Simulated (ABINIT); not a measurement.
A run of ABINIT 10.8.3 (patched build) is set up as follows.

run.abi

```
# Datasets: ground state, then fixed potential
ndtset 2

# Pseudopotentials
pp_dirpath "./"
pseudos "Ga.LDA_PW-JTH.xml, P.LDA_PW-JTH.xml"

# Structure
acell 3*1.0 Angstrom
rprim
     0.0000000000     2.7252500000     2.7252500000
     2.7252500000     0.0000000000     2.7252500000
     2.7252500000     2.7252500000     0.0000000000
ntypat 2
znucl 31 15
natom 2
typat 1 2
xred
     0.0000000000     0.0000000000     0.0000000000
     0.7500000000     0.7500000000     0.7500000000

# Plane-wave basis
ecut 20.0
pawecutdg 40.0

# Exchange and correlation
ixc 7

# Bands and occupations
occopt 3
tsmear 0.00183747

# SCF cycle
nstep 100

# Output
iomode 3
prtwf 0
prteig 0
prtebands 0
prtden1 1

# Dataset 1
kptopt1 1
ngkpt1 8 8 8
nshiftk1 1
shiftk1 0.0 0.0 0.0
nband1 13
tolvrs1 1.0e-9

# Dataset 2: bands along G-X-W-K-G-L-U-W-L-K
iscf2 -2
getden2 1
nband2 17
nbdbuf2 2
tolwfr2 1.0e-12
kptopt2 -9
ndivsm2 6
prteig2 1
prtvol2 -3
kptbounds2
     0.0000000000     0.0000000000     0.0000000000
     0.5000000000     0.0000000000     0.5000000000
     0.5000000000     0.2500000000     0.7500000000
     0.3750000000     0.3750000000     0.7500000000
     0.0000000000     0.0000000000     0.0000000000
     0.5000000000     0.5000000000     0.5000000000
     0.6250000000     0.2500000000     0.6250000000
     0.5000000000     0.2500000000     0.7500000000
     0.5000000000     0.5000000000     0.5000000000
     0.3750000000     0.3750000000     0.7500000000
```

Potentials or basis: JTH PAW LDA v2.0.

Run with:

```bash
$ abinit run.abi > log 2>&1
```

(1) What does it give for the band gap on the k mesh?

(2) Predict the band gap along the path.

(3) Estimate the pressure.

## Answers

(1) 1.49 eV, indirect (least direct gap 1.60 eV).

(2) 1.44 eV, indirect (least direct gap 1.60 eV).

(3) -2.8 GPa.

**What was measured.**

“Stacking defects in GaP nanowires: Electronic structure and optical properties”, 2018, arxiv:1810.01194 quotes, for a bulk crystal of GaP at 10 K: band gap 2.34 eV (indirect).

Against the measured gap of GaP, 2.34 eV (indirect; 10 K; quoted in “Stacking defects in GaP nanowires: Electronic structure and optical properties”, 2018, arxiv:1810.01194), the calculated 1.44 eV is off by -0.90 eV. Spin-orbit coupling on Ga is left out. The value is that of LDA, without temperature or zero-point motion. Semilocal functionals fall short of measured gaps as a rule.
